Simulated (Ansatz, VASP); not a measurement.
One calculation of SnO (Romarchite), two programs

```
CELL_PARAMETERS angstrom
3.84859 0.00000 0.00000
0.00000 3.84859 0.00000
0.00000 0.00000 4.90450
ATOMIC_POSITIONS crystal
Sn 0.50000 0.00000 0.23690
Sn 0.00000 0.50000 0.76310
O 0.00000 0.00000 0.00000
O 0.50000 0.50000 0.00000
```

Alike in both runs: task single point; functional PBE; k mesh 6 × 6 × 4; occupations fermi-dirac, width 0.05 eV; no spin polarisation.

|  | VASP | Ansatz |
| --- | --- | --- |
| version | VASP 6.6.1 | Ansatz 0.2.0 |
| potentials or method | VASP PAW PBE potentials, release 64 (Sn_d, O) | plane waves, PAW |
| plane-wave cutoff (eV) | 520 | 420 |
| valence electrons in the cell | 40 | 40 |

|  | VASP | Ansatz | Ansatz less VASP |
| --- | --- | --- | --- |
| pressure (GPa) | 1.2 | 1.0 | -0.19 |
| largest component of the traceless stress (GPa) | 0.14 | 0.16 | +0.022 |
